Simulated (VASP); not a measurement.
Input of a VASP 6.6.1 run:

File INCAR:

```
SYSTEM = TePt
PREC = Accurate
ENCUT = 600
EDIFF = 1E-7
ISMEAR = 0
SIGMA = 0.05
LREAL = .FALSE.
LASPH = .TRUE.
NELM = 100
ALGO = Normal
ISIF = 3
LWAVE = .FALSE.
LCHARG = .FALSE.
METAGGA = TPSS
LMIXTAU = .TRUE.
IBRION = 2
NSW = 40
EDIFFG = -0.01
```

KPOINTS

```
regular mesh
0
G
  7 7 7
  0 0 0
```

File POSCAR:

```
TePt
1.0
    0.0000000000      3.2450425500      3.2450425500
    3.2450425500      0.0000000000      3.2450425500
    3.2450425500      3.2450425500      0.0000000000
Pt Te
1 1
Direct
    0.0000000000      0.0000000000      0.0000000000
    0.2500000000      0.2500000000      0.2500000000
```

Potentials or basis: VASP PAW PBE potentials, release 64 (Pt, Te).

The run is started by

```console
$ cat potpaw_PBE.64/Pt/POTCAR potpaw_PBE.64/Te/POTCAR > POTCAR
$ mpirun -np 1 vasp_std > vasp.out
```

Predict the band gap on the k mesh.

none (metal or under the smearing width).

Estimate the space group after relaxing (to 0.05 Å).

F-43m (No. 216).

The path:
| step | energy change (eV) | largest force (eV/Å) | pressure (GPa) | volume (Å³) |
| --- | --- | --- | --- | --- |
| 1 | 0.0000 | 0.0000 | -11.20 | 68.34 |
| 2 | -0.3248 | 0.0000 | 16.74 | 47.33 |
| 3 | -0.6348 | 0.0000 | -0.32 | 54.36 |
| 4 | -0.6350 | 0.0000 | 0.10 | 54.10 |
| 5 | -0.6350 | 0.0000 | -0.09 | 54.22 |
| 6 | -0.6350 | 0.0000 | 0.01 | 54.16 |

Caveat: the volume moved by over 15 % at a fixed basis, so the end points are rough; the PAW data sets were made with another functional, which shifts forces and pressure a little. The run has no spin-orbit coupling, so splittings on Pt, Te are missing.
